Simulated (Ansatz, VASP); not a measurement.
# Cross-check of CdS (Greenockite) between VASP and Ansatz, part 2 of 2

Wanted: the spread between two codes on one cell, functional and k mesh. The cell is taken from a series of VASP runs on this material, whose earlier steps may have relaxed, scaled or displaced it; both programs get it as it stands.

VASP 6.6.1 and Ansatz 0.2.0.

So far: The starting structure; Ansatz: band structure, HSE06.

## (3) VASP: band structure, HSE06

Level of this step: HSE06; plane waves and PAW (Cd, S) (VASP).

The same cell, functional, mesh and smearing now go to VASP, with its own data sets and cutoff.

Lines of VASP's logs that name or quote its potential files are left out, and so is its time.

The run reads the wave functions of an earlier VASP run, which isn't shown here.

INCAR

```
SYSTEM = CdS
PREC = Accurate
ENCUT = 350
EDIFF = 1E-06
NELM = 100
ISMEAR = 0
SIGMA = 0.03
LREAL = .FALSE.
ALGO = Normal
LHFCALC = .TRUE.
AEXX = 0.25
GGA = PE
HFSCREEN = 0.2
LASPH = .TRUE.
NBANDS = 24
PRECFOCK = Fast
LORBIT = 11
LWAVE = .FALSE.
LCHARG = .FALSE.
KPAR = 4
```

POSCAR

```
CdS
1.0
    4.1500000000      0.0000000000      0.0000000000
   -2.0750000000      3.5940054257      0.0000000000
    0.0000000000      0.0000000000      6.7370000000
Cd S
2 2
Direct
    0.6666666667      0.3333333333      0.5000000000
    0.3333333333      0.6666666667      0.0000000000
    0.6666666667      0.3333333333      0.8750000000
    0.3333333333      0.6666666667      0.3750000000
```

KPOINTS

```
Automatic mesh
0
Gamma
4 4 2
0 0 0
```

KPOINTS_OPT

```
Line mode
10
Line-mode
Reciprocal
  0.00000000   0.00000000   0.00000000 GAMMA
  0.50000000   0.00000000   0.00000000 M

  0.50000000   0.00000000   0.00000000 M
  0.33333333   0.33333333   0.00000000 K

  0.33333333   0.33333333   0.00000000 K
  0.00000000   0.00000000   0.00000000 GAMMA

  0.00000000   0.00000000   0.00000000 GAMMA
  0.00000000   0.00000000   0.50000000 A

  0.00000000   0.00000000   0.50000000 A
  0.50000000   0.00000000   0.50000000 L

  0.50000000   0.00000000   0.50000000 L
  0.33333333   0.33333333   0.50000000 H

  0.33333333   0.33333333   0.50000000 H
  0.00000000   0.00000000   0.50000000 A

  0.50000000   0.00000000   0.50000000 L
  0.50000000   0.00000000   0.00000000 M

  0.33333333   0.33333333   0.00000000 K
  0.33333333   0.33333333   0.50000000 H
```

The projector-augmented-wave data sets are Cd and S (PBE family, release 64).

Run with:

```bash
mpirun -np 4 vasp_std
```

Numbers of over 12 decimals in the logs are rounded to 6 here.

What it wrote:

```text
[banner, memory and clock lines left out]
running    4 mpi-ranks, on    1 nodes
 distrk:  each k-point on    1 cores,    4 groups
 distr:  one band on    1 cores,    1 groups

 POSCAR found type information on POSCAR CdS
 POSCAR found :  2 types and       4 ions
 LDA part: xc-table for (Slater+PW92), standard interpolation
 found WAVECAR, reading the header
 POSCAR, INCAR and KPOINTS ok, starting setup
 FFT: planning ... GRIDC
 FFT: planning ... GRID_SOFT
 FFT: planning ... GRID
 reading WAVECAR
 the WAVECAR file was read successfully
 initial charge from wavefunction
 entering main loop
       N       E                     dE             d eps       ncg     rms          rms(c)
DAV:   1    -0.152788361051E+02   -0.15279E+02   -0.25201E+00   400   0.145E+01    0.483E+00
DAV:   2    -0.152587736848E+02    0.20062E-01   -0.19984E-01   424   0.514E+00    0.255E+00
DAV:   3    -0.152424782139E+02    0.16295E-01   -0.37145E-02   472   0.186E+00    0.161E+00
DAV:   4    -0.152406530332E+02    0.18252E-02   -0.68216E-03   440   0.597E-01    0.102E+00
DAV:   5    -0.152404538675E+02    0.19917E-03   -0.83379E-04   448   0.181E-01    0.620E-01
DAV:   6    -0.152403463171E+02    0.10755E-03   -0.60650E-05   432   0.576E-02    0.355E-01
DAV:   7    -0.152403021141E+02    0.44203E-04   -0.23985E-05   432   0.307E-02    0.192E-01
DAV:   8    -0.152402907743E+02    0.11340E-04   -0.98320E-06   432   0.186E-02    0.104E-01
DAV:   9    -0.152402882177E+02    0.25566E-05   -0.33946E-06   448   0.117E-02    0.574E-02
DAV:  10    -0.152402880686E+02    0.14916E-06   -0.13958E-06   352   0.770E-03
   1 F= -.15240288E+02 E0= -.15240288E+02  d E =-.378235E-20
 Start KPOINTS_OPT (optional k-point list driver)
k-point batch [1-8\90]
       N       E                     dE             ncg
DAV:   1     0.408538750044E+03   -0.22796E+04      384
DAV:   2    -0.162630476164E+04   -0.20348E+04      440
DAV:   3    -0.176907383279E+04   -0.14277E+03      432
DAV:   4    -0.177226770958E+04   -0.31939E+01      472
DAV:   5    -0.177230722930E+04   -0.39520E-01      472
DAV:   6    -0.177230793219E+04   -0.70289E-03      448
DAV:   7    -0.177230794981E+04   -0.17616E-04      448
DAV:   8    -0.177230795036E+04   -0.55670E-06      344
[...]
k-point batch [89-90\90]
       N       E                     dE             ncg
DAV:   1     0.572040168108E+04   -0.20171E+04      104
DAV:   2     0.525327112854E+04   -0.46713E+03      112
DAV:   3     0.522739211483E+04   -0.25879E+02      120
DAV:   4     0.522695245461E+04   -0.43966E+00      112
DAV:   5     0.522694797772E+04   -0.44769E-02      112
DAV:   6     0.522694790884E+04   -0.68876E-04      112
DAV:   7     0.522694790728E+04   -0.15641E-05      112
DAV:   8     0.522694790724E+04   -0.38153E-07       72
```

Parts of OUTCAR (step 3):

```text
ion  position               nearest neighbor table
   1  0.667  0.333  0.500-   3 2.53   4 2.54   4 2.54   4 2.54
   2  0.333  0.667  0.000-   4 2.53   3 2.54   3 2.54   3 2.54
   3  0.667  0.333  0.875-   1 2.53   2 2.54   2 2.54   2 2.54
   4  0.333  0.667  0.375-   2 2.53   1 2.54   1 2.54   1 2.54

  LATTYP: Found a hexagonal cell.
 ALAT       =     4.1500000000
 C/A-ratio  =     1.6233734940

 Subroutine GETGRP returns: Found 12 space group operations
 (whereof  6 operations were pure point group operations)

The static configuration has the point symmetry C_3v.
 The point group associated with its full space group is C_6v.

 Found      8 irreducible k-points:

   k-points           NKPTS =      8   k-points in BZ     NKDIM =     32   number of bands    NBANDS=     24

   dimension x,y,z NGX =    28 NGY =   28 NGZ =   42
   dimension x,y,z NGXF=    56 NGYF=   56 NGZF=   84

   ENCUT  =  350.0 eV  25.72 Ry    5.07 a.u.   6.33  6.33 10.28*2*pi/ulx,y,z

   NELECT =      36.0000    total number of electrons

 k-points in reciprocal lattice and weights: Automatic mesh
   0.00000000  0.00000000  0.00000000       0.031
   0.25000000 -0.00000000  0.00000000       0.188
   0.50000000 -0.00000000  0.00000000       0.094
   0.25000000  0.25000000  0.00000000       0.188
   0.00000000  0.00000000  0.50000000       0.031
   0.25000000 -0.00000000  0.50000000       0.188
   0.50000000 -0.00000000  0.50000000       0.094
   0.25000000  0.25000000  0.50000000       0.188

  exchange ACFDT corr.  =         0.00000000  see jH, gK, PRB 81, 115126

 average (electrostatic) potential at core
       1 -32.8724       2 -32.8724       3 -85.5913       4 -85.5913

 E-fermi :   0.7398

 k-point     1 :       0.0000    0.0000    0.0000
  band No.  band energies     occupation
    ...
     14      -0.2673      2.00000
     15      -0.2673      2.00000
     16       0.5098      2.00000
     17       0.5496      2.00000
     18       0.5496      2.00000
     19       2.7960      0.00000
     20       4.4479      0.00000
     21       8.1952      0.00000
     22       8.1952      0.00000
     23       8.5510      0.00000
    ...

 k-point     2 :       0.2500   -0.0000    0.0000
  band No.  band energies     occupation
    ...
     14      -2.0144      2.00000
     15      -1.4454      2.00000
     16      -0.8963      2.00000
     17       0.0289      2.00000
     18       0.1573      2.00000
     19       4.6068      0.00000
     20       5.6964      0.00000
     21       7.1888      0.00000
     22       8.1052      0.00000
     23       8.7896      0.00000
    ...

 k-point     3 :       0.5000   -0.0000    0.0000
  band No.  band energies     occupation
    ...
     14      -3.1271      2.00000
     15      -2.2515      2.00000
     16      -1.4344      2.00000
     17      -0.8168      2.00000
     18      -0.2312      2.00000
     19       5.4132      0.00000
     20       5.4885      0.00000
     21       6.6573      0.00000
     22       8.2363      0.00000
     23       8.7117      0.00000
    ...

  energy-cutoff  :      350.00
  volume of cell :      100.48
      direct lattice vectors                 reciprocal lattice vectors
     4.150000000  0.000000000  0.000000000     0.240963855  0.139120547  0.000000000
    -2.075000000  3.594005426  0.000000000     0.000000000  0.278241094  0.000000000
     0.000000000  0.000000000  6.737000000     0.000000000  0.000000000  0.148434021

 POSITION                                       TOTAL-FORCE (eV/Angst)
 -----------------------------------------------------------------------------------
      2.07500      1.19800      3.36850        -0.000000      0.000000     -0.062478
     -0.00000      2.39600      0.00000         0.000000     -0.000000     -0.062478
      2.07500      1.19800      5.89487         0.000000     -0.000000      0.062478
     -0.00000      2.39600      2.52637        -0.000000     -0.000000      0.062478
 -----------------------------------------------------------------------------------
    total drift:                                0.000019      0.000069     -0.000442

  FREE ENERGIE OF THE ION-ELECTRON SYSTEM (eV)
  ---------------------------------------------------
  free  energy   TOTEN  =       -15.2402880686 eV

  energy  without entropy=      -15.2402880686  energy(sigma->0) =      -15.24028807

 total charge
# of ion       s       p       d       tot
------------------------------------------
    1        0.395   0.317   9.591  10.303
    2        0.395   0.317   9.591  10.303
    3        1.311   2.430   0.000   3.742
    4        1.311   2.430   0.000   3.742
--------------------------------------------------
tot          3.414   5.494  19.183  28.090

[... 3 further parts left out ...]
```

The k-mesh is coarse for exact exchange; levels may shift by about 0.1 eV on a finer one.

## (4) Comparison

Known differences besides the potentials themselves: exact exchange at q = 0 is treated differently, which shows on coarse meshes; VASP keeps PBE cores, Ansatz makes them for the functional; the data sets hold 52 valence electrons in Ansatz (default PAW (the set named soft_2) files) and 36 in VASP; the cutoff is 420 eV in Ansatz and 350 eV in VASP; VASP takes a coarser grid for exact exchange (PRECFOCK = Fast). Total energies have different zeros and are not compared.

Compared:

```csv
quantity,Ansatz,VASP,difference
gap over the path points (eV),2.248,2.246,+0.002
```

Forces (eV/Å; atoms numbered as in POSCAR):

```csv
atom,"Ansatz x, y, z","VASP x, y, z"
Cd1,"0.000, 0.000, -0.062","0.000, 0.000, -0.062"
Cd2,"0.000, 0.000, -0.062","0.000, 0.000, -0.062"
S3,"0.000, 0.000, 0.062","0.000, 0.000, 0.062"
S4,"0.000, 0.000, 0.062","0.000, 0.000, 0.062"
```

Levels at points of the path, from each program's valence-band top (eV; 4 filled, then empty):

```csv
k (reciprocal lattice),Ansatz,VASP
0.000 0.000 0.000,-0.81 -0.04 0.00 0.00 2.25 3.90 7.65,-0.82 -0.04 0.00 0.00 2.25 3.90 7.65
0.444 0.000 0.000,-2.83 -1.95 -1.28 -0.76 4.83 4.97 6.16,-2.83 -1.95 -1.29 -0.76 4.83 4.96 6.16
0.389 0.222 0.000,-3.00 -2.27 -1.64 -1.49 5.69 5.97 6.28,-3.00 -2.28 -1.64 -1.49 5.69 5.97 6.28
0.185 0.185 0.000,-2.69 -1.94 -0.84 -0.78 4.80 5.93 6.64,-2.69 -1.94 -0.84 -0.78 4.81 5.94 6.64
0.000 0.000 0.111,-0.79 -0.28 -0.03 -0.03 2.47 3.92 7.66,-0.79 -0.28 -0.03 -0.03 2.47 3.92 7.66
0.000 0.000 0.500,-0.42 -0.42 -0.42 -0.42 3.94 3.94 7.34,-0.42 -0.42 -0.42 -0.42 3.94 3.94 7.36
0.444 0.000 0.500,-1.40 -1.40 -1.39 -1.39 4.57 4.57 6.54,-1.41 -1.41 -1.39 -1.39 4.56 4.56 6.54
0.389 0.222 0.500,-2.31 -2.31 -1.20 -1.20 5.36 5.36 7.07,-2.32 -2.32 -1.21 -1.21 5.35 5.35 7.07
0.185 0.185 0.500,-1.54 -1.54 -1.29 -1.29 5.33 5.33 6.64,-1.54 -1.54 -1.30 -1.30 5.33 5.33 6.65
0.500 0.000 0.389,-1.74 -1.61 -1.21 -1.19 4.34 4.82 6.44,-1.75 -1.62 -1.21 -1.19 4.33 4.81 6.43
```

The forces differ by 0.4 meV/Å r.m.s., which is 1.1 % of the r.m.s. force of 0.04 eV/Å (both taken over all components). Among the levels compared at these points, filled levels agree within 10 meV and empty ones within 19 meV.

## (5) VASP: band structure, r2SCAN-EpsX with an exact-exchange share of 0.139

The same path points are solved in both programs, so levels can be compared one by one.

The run reads the wave functions of an earlier VASP run, which isn't shown here.

Changes to INCAR since step 3:

```diff
@@ -10,5 +10,4 @@
 LHFCALC = .TRUE.
-AEXX = 0.25
-GGA = PE
-HFSCREEN = 0.2
+AEXX = 0.139
+METAGGA = R2SCAN
 LASPH = .TRUE.
@@ -16,2 +15,3 @@
 PRECFOCK = Fast
+HFRCUT = -1
 LORBIT = 11
```

POSCAR is that of step 3.

KPOINTS is that of step 3.

KPOINTS_OPT is that of step 3.

Run with:

```bash
mpirun -np 4 vasp_std
```

What it wrote:

```text
[banner, memory and clock lines left out]
running    4 mpi-ranks, on    1 nodes
[...]
|                                                                             |
|               ----> ADVICE to this user running VASP <----                  |
|                                                                             |
|     You enforced a specific xc type in the INCAR file but a different       |
|     [... a line on the potential file left out ...]
|     I HOPE YOU KNOW WHAT YOU ARE DOING!                                     |
|                                                                             |

 LDA part: xc-table for (None), standard interpolation
 found WAVECAR, reading the header
 POSCAR, INCAR and KPOINTS ok, starting setup
[...]
HFRCUT set to (new)   9.156263
 reading WAVECAR
 the WAVECAR file was read successfully
 initial charge from wavefunction
 entering main loop
       N       E                     dE             d eps       ncg     rms          rms(c)
[...]
DAV:   9    -0.551290515069E+02   -0.35069E-05   -0.47191E-06   416   0.186E-02    0.735E-02
DAV:  10    -0.551290519711E+02   -0.46417E-06   -0.19219E-06   320   0.120E-02
   1 F= -.55129052E+02 E0= -.55129052E+02  d E =-.152650E-21
 Start KPOINTS_OPT (optional k-point list driver)
k-point batch [1-8\90]
       N       E                     dE             ncg
DAV:   1     0.293578995505E+03   -0.23946E+04      384
DAV:   2    -0.163821685689E+04   -0.19318E+04      448
DAV:   3    -0.175285522307E+04   -0.11464E+03      448
DAV:   4    -0.175458044729E+04   -0.17252E+01      512
DAV:   5    -0.175459944320E+04   -0.18996E-01      512
DAV:   6    -0.175459982079E+04   -0.37759E-03      488
DAV:   7    -0.175459983139E+04   -0.10598E-04      464
DAV:   8    -0.175459983170E+04   -0.31877E-06      352
[...]
k-point batch [89-90\90]
       N       E                     dE             ncg
DAV:   1     0.569038955538E+04   -0.20471E+04      104
DAV:   2     0.525306396725E+04   -0.43733E+03      112
DAV:   3     0.523187223947E+04   -0.21192E+02      120
DAV:   4     0.523159293261E+04   -0.27931E+00      112
DAV:   5     0.523159019580E+04   -0.27368E-02      112
DAV:   6     0.523159014570E+04   -0.50100E-04      112
DAV:   7     0.523159014451E+04   -0.11832E-05      112
DAV:   8     0.523159014448E+04   -0.27318E-07       80
```

Parts of OUTCAR (step 5):

```text
 POSITION                                       TOTAL-FORCE (eV/Angst)
 -----------------------------------------------------------------------------------
      2.07500      1.19800      3.36850         0.000000      0.000000     -0.062496
     -0.00000      2.39600      0.00000         0.000000     -0.000000     -0.062496
      2.07500      1.19800      5.89487        -0.000000     -0.000000      0.062496
     -0.00000      2.39600      2.52637         0.000000      0.000000      0.062496
 -----------------------------------------------------------------------------------
    total drift:                                0.000028      0.000079      0.008943

  FREE ENERGIE OF THE ION-ELECTRON SYSTEM (eV)
  ---------------------------------------------------
  free  energy   TOTEN  =       -55.1290519711 eV

  energy  without entropy=      -55.1290519711  energy(sigma->0) =      -55.12905197

[... 2 parts as in an earlier step ...]

[... 1 further part left out ...]
[key lines of the parts left out:]
E-fermi :   0.6371
```

The k-mesh is coarse for unscreened exact exchange, which converges slowly with it.

## (6) Ansatz: band structure, r2SCAN-EpsX with an exact-exchange share of 0.139

The same cell, functional, mesh and smearing now go to Ansatz, which takes its cutoff from its data sets.

The cell is taken from a series of VASP runs on this material, whose earlier steps may have relaxed, scaled or displaced it; both programs get it as it stands.

input.yaml

```yaml
crystal:
  lattice:
    - [4.15, 0.0, 0.0]
    - [-2.075, 3.5940054257, 0.0]
    - [0.0, 0.0, 6.737]
  atoms:
    - { symbol: Cd, position: [0.6666666667, 0.3333333333, 0.5] }
    - { symbol: Cd, position: [0.3333333333, 0.6666666667, 0.0] }
    - { symbol: S, position: [0.6666666667, 0.3333333333, 0.875] }
    - { symbol: S, position: [0.3333333333, 0.6666666667, 0.375] }
hamiltonian:
  xc: { exchange: r2scan, correlation: r2scan, exx: { coeff: 0.139 } }
  pseudopotentials: { kind: paw }
kpoints:
  mp_grid: { grid: [4, 4, 2] }
  band_path:
    path:
      - [0.0, 0.0, 0.0]
      - [0.44444, 0.0, 0.0]
      - [0.38889, 0.22222, 0.0]
      - [0.18519, 0.18519, 0.0]
      - [0.0, 0.0, 0.11111]
      - [0.0, 0.0, 0.5]
      - [0.44444, 0.0, 0.5]
      - [0.38889, 0.22222, 0.5]
      - [0.18519, 0.18519, 0.5]
      - [0.5, 0.0, 0.38889]
      - [0.33333, 0.33333, 0.0]
      - [0.33333, 0.33333, 0.5]
    npoints: 1
scf:
  occupations: { method: gaussian, width: 0.03 }
  n_extra_bands: 8
output:
  forces: true
  stress: true
  eigenvalues: true
```

Run with:

```bash
ansatz run input.yaml --threads 4 --pin off --max-ram 9216MiB --backend cpu --events-out ev --progress --plain --runs-dir out
```

What it wrote:

```text
[...]
Crystal: 4 atoms, lattice volume = 100.483 Å³
Basis set: ecut = 500 eV, 2539 PW (Γ), exchange–correlation on 128×128×200 points (64 copies of the dense FFT grid, shifted against one another)
Bands: 34, of which v1, the nominal top of the filled ones, is band 26 counted from 1 (25 counted from 0)
Symmetry: 12 space group operations
[...]
k-points: 8 of 32
[...]
--- Band table (eV; the first three rows and the last of 8) ---
  k-point 0: bands = [... 22 lower, 5.1603, 5.9223, 5.9643, 5.9643, 8.4530, 10.1125, 13.8886, 13.8886, ... 4 higher]
  k-point 1: bands = [... 22 lower, 5.5487, 5.5487, 5.5487, 5.5487, 10.1501, 10.1501, 13.5247, 13.5247, ... 4 higher]
  k-point 2: bands = [... 22 lower, 4.0077, 4.5359, 5.4492, 5.5789, 10.2564, 11.3411, 12.7780, 13.7331, ... 4 higher]
  k-point 7: bands = [... 22 lower, 3.8509, 3.8509, 4.7319, 4.7319, 11.5977, 11.5977, 13.1836, 13.1836, ... 4 higher]
[key lines of the parts left out:]
Free energy (F): -18350.726394 eV
Fermi energy:    7.208792 eV
P = ⅓ Tr σ = 0.4007 GPa (4.007 kbar)
```

Run time: 28 s. Hardware: 4 threads of Intel Xeon Platinum 8559C (Emerald Rapids), shared host; peak memory 1.3 GiB.

## (7) Side by side

What differs besides the data sets and the points named for the pairs above, as far as they apply: the cutoff is 500 eV in Ansatz and 350 eV in VASP. Total energies have different zeros and are not compared.

Both answers:

```csv
quantity,Ansatz,VASP,difference
gap over the path points (eV),2.489,2.486,+0.003
```

Forces (eV/Å; atoms numbered as in POSCAR):

```csv
atom,"Ansatz x, y, z","VASP x, y, z"
Cd1,"0.000, 0.000, -0.062","0.000, 0.000, -0.062"
Cd2,"0.000, 0.000, -0.062","0.000, 0.000, -0.062"
S3,"0.000, 0.000, 0.062","0.000, 0.000, 0.062"
S4,"0.000, 0.000, 0.062","0.000, 0.000, 0.062"
```

Levels at points of the path, from each program's valence-band top (eV; 4 filled, then empty):

```csv
k (reciprocal lattice),Ansatz,VASP
0.000 0.000 0.000,-0.80 -0.04 0.00 0.00 2.49 4.15 7.92,-0.81 -0.05 0.00 0.00 2.49 4.14 7.92
0.444 0.000 0.000,-2.81 -1.93 -1.28 -0.75 5.07 5.17 6.32,-2.82 -1.95 -1.29 -0.76 5.07 5.16 6.32
0.389 0.222 0.000,-2.98 -2.25 -1.63 -1.48 5.84 6.19 6.48,-3.00 -2.26 -1.64 -1.49 5.83 6.19 6.48
0.185 0.185 0.000,-2.67 -1.92 -0.83 -0.77 5.04 6.15 6.81,-2.68 -1.93 -0.83 -0.78 5.05 6.14 6.80
0.000 0.000 0.111,-0.78 -0.28 -0.03 -0.03 2.71 4.17 7.93,-0.79 -0.28 -0.03 -0.03 2.70 4.16 7.93
0.000 0.000 0.500,-0.42 -0.42 -0.42 -0.42 4.19 4.19 7.56,-0.42 -0.42 -0.42 -0.42 4.18 4.18 7.58
0.444 0.000 0.500,-1.39 -1.39 -1.37 -1.37 4.78 4.78 6.76,-1.41 -1.41 -1.38 -1.38 4.77 4.77 6.76
0.389 0.222 0.500,-2.30 -2.30 -1.19 -1.19 5.59 5.59 7.26,-2.31 -2.31 -1.21 -1.21 5.58 5.58 7.26
0.185 0.185 0.500,-1.52 -1.52 -1.29 -1.29 5.55 5.55 6.87,-1.53 -1.53 -1.30 -1.30 5.55 5.55 6.87
0.500 0.000 0.389,-1.73 -1.60 -1.19 -1.17 4.55 5.03 6.66,-1.75 -1.61 -1.20 -1.18 4.54 5.01 6.66
```

The forces differ by 0.2 meV/Å r.m.s., which is 0.4 % of the r.m.s. force of 0.04 eV/Å (both taken over all components). Among the levels compared at these points, filled levels agree within 16 meV and empty ones within 21 meV.

## (8) Outcome

```
difference in gap over the path points (band structure, HSE06)                                             : 0.0016 eV
difference in gap over the path points (band structure, r2SCAN-EpsX with an exact-exchange share of 0.139) : 0.0027 eV
```

**Reading.** The difference in gap over the path points is 0.0027 eV (band structure, r2SCAN-EpsX with an exact-exchange share of 0.139), within the 0.08 eV picked in this series as the mark of a large difference. Such differences can come from data sets, numerical settings and the points named under the comparisons, not from the functional's error against experiment.

[Lines on the potential files, build, host, timing and source positions are cut from VASP's logs without a mark.]

[Logs are printed without paths, hosts, clocks, repeated set-up lines and the standing remarks that a program may print on its own settings, such as how far it seeks lower states.]

[Hosts, paths, dates, database ids (printed as entryN), source tags and the programs' standing remarks are cut or masked in the printed files.]
